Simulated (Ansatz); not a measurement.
TiO2: band gap and smallest direct gap on path as volume per atom varies

All results are calculated (Ansatz 0.2.0). Periodic Kohn-Sham DFT of a crystal at fixed atoms; Kohn-Sham levels at symmetry points; band -1 is the highest filled and +1 the lowest empty one at that point, spin up along a +z start moment.

Cell of the first row (space group I4_1/amd, No. 141):
```
TiO2
1.0
     -1.8539     1.8539     4.6599
      1.8539    -1.8539     4.6599
      1.8539     1.8539    -4.6599
Ti O
2 4
Direct
  0.00000 0.00000 0.00000
  0.75000 0.25000 0.50000
  0.20660 0.20660 0.00000
  0.95660 0.45660 0.50000
  0.54340 0.04340 0.50000
  0.79340 0.79340 0.00000
```

Settings of every row: method all-electron LAPW; functional PBE; relativity scalar; k mesh 13x13x13; filling fermi-dirac; smearing width 0.08 eV; basis error target 1 meV/atom; nucleus gaussian.

Atom start moment: 0 on all atoms.

Limits: run without spin polarisation, so a magnetic state may lie lower; semilocal functionals tend to give too small a gap.

| row | volume per atom (Å³) | band gap (eV) | smallest direct gap on path (eV) |
| --- | --- | --- | --- |
| 1 | 10.677 | 2.309 | 2.593 |
| 2 | 10.904 | 2.263 | 2.551 |
| 3 | 11.131 | 2.218 | 2.508 |
| 4 | 11.245 | 2.195 | 2.486 |
| 5 | 11.358 | 2.164 | 2.461 |
| 6 | 11.472 | 2.15 | 2.44 |
| 7 | 11.585 | ? | ? |
| 8 | 11.813 | 2.083 | 2.372 |
| 9 | 12.04 | 2.039 | 2.325 |

Question: what band gap and smallest direct gap on path should row 7 give?

Worked fit of band gap. Take t = volume per atom − 11, in Å³. The shown rows have t = -0.323, -0.096, 0.131, 0.245, 0.358, 0.472, 0.813, 1.04. Their means are 0.33 and 2.1776 eV; the sums about the means are S_tt = 1.413 and S_ty = -0.2801, whose ratio is the slope. Least squares give band gap = 2.243 − 0.19822 × t eV. The rows lie off it by 0.002, 0.001, 0.001, 0.001, -0.008, 0.001, 0.001, 0.002 (root mean square 0.0031 eV). The withheld row has t = 0.585, so the fit gives 2.243 − 0.19822 × (0.585) = 2.127 eV.

The calculation gave 2.127 eV. The fit meets it to the printed digit.

Worked fit of smallest direct gap on path. Take t = volume per atom − 11, in Å³. The shown rows have t = -0.323, -0.096, 0.131, 0.245, 0.358, 0.472, 0.813, 1.04. Their means are 0.33 and 2.467 eV; the sums about the means are S_tt = 1.413 and S_ty = -0.2785, whose ratio is the slope. Least squares give smallest direct gap on path = 2.5321 − 0.19712 × t eV. The rows lie off it by -0.003, 0.000, 0.002, 0.002, -0.001, 0.001, 0.000, -0.002. The withheld row has t = 0.585, so the fit gives 2.5321 − 0.19712 × (0.585) = 2.417 eV.

The calculation gave 2.418 eV. The fit lies 0.001 eV (0.37 % of the column's range) below it, one unit of the last digit.
